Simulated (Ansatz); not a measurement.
The calculation used DFT PBE, scalar-relativistic, plane waves, PAW in Ansatz. Settings: cutoff 420 eV, Γ-centred meshes spaced at most about 0.3 Å⁻¹, and about 0.25 Å⁻¹ or finer for metals (2π included), Gaussian smearing. No spin polarisation.

These are static total energies at zero pressure.

Two forms of Cd7S were relaxed alike.

A.

```xyz
8
Lattice="5.9379 0.0000 0.0000 -2.9689 5.1423 0.0000 0.0000 0.0000 5.9934" Properties=species:S:1:pos:R:3 pbc="T T T"
Cd    0.0000    5.1416    0.0000
Cd    1.4839    2.5715    0.0000
Cd   -1.4839    2.5715    0.0000
Cd    1.4678    0.8475    2.9967
Cd    4.4700    0.8475    2.9967
Cd    2.9689    3.4474    2.9967
Cd    0.0000    3.4282    2.9967
S     0.0000    0.0000    0.0000
```

B.

```xyz
8
Lattice="3.8384 0.0000 0.0000 -1.9192 3.3241 0.0000 0.0000 0.0000 16.2194" Properties=species:S:1:pos:R:3 pbc="T T T"
Cd    1.9192    1.1080   14.8450
Cd    0.0000    0.0000    2.3935
Cd    0.0000    0.0000   10.5843
Cd    0.0000    2.2161   12.6913
Cd    0.0000    2.2161    4.3667
Cd    0.0000    0.0000    6.4367
Cd    0.0000    2.2161    8.5115
S     0.0000    0.0000   16.1101
```

Question: Which would you expect to be lower, and how large is the difference?

Answer: B is lower, by 36 meV/atom. A has space group P-6m2 (No. 187), 22.9 Å³/atom and no gap on its mesh; B has space group P3m1 (No. 156), 25.9 Å³/atom and no gap. Counting Cd atoms around S (those within 1.25 times the shortest such distance or 1.15 times the sum of covalent radii, 1.27 where that leaves under three; a plus sign parts nearer from farther groups; the shortest distance is added where it exceeds 1.18 times the sum of covalent radii), A has S 6+6 from 3.0 Å and B has S 4. The lower one is the more open, so pressure narrows the difference. In A, around Cd on a site of symmetry mm2 lie 4 Cd at 2.97 Å, 2 S at 2.97 Å and 6 Cd at 3.45–3.46 Å; around Cd on a second site of symmetry mm2 lie 6 Cd at 2.94–3.00 Å, 2 S at 3.44 Å and 4 Cd at 3.46 Å; S has 6 Cd at 2.97 Å and 6 Cd at 3.44 Å; 1 more site not described. In B, around Cd on its first site lie 3 S at 2.55 Å and 3 Cd at 3.09 Å; around Cd on its second site lie 1 S at 2.50 Å and 3 Cd at 2.97 Å; S has 4 Cd at 2.50–2.55 Å; 5 more sites not described. Both come from invented guesses. The lowest form computed isn't among them: it has space group P-3m1 (No. 164), 24.0 Å³/atom and lies 35 meV/atom below the best shown.

Cells relaxed within their symmetry can be saddle points. Some structure types and database cells were kept out of the candidates from the start, so a known form may be missing.
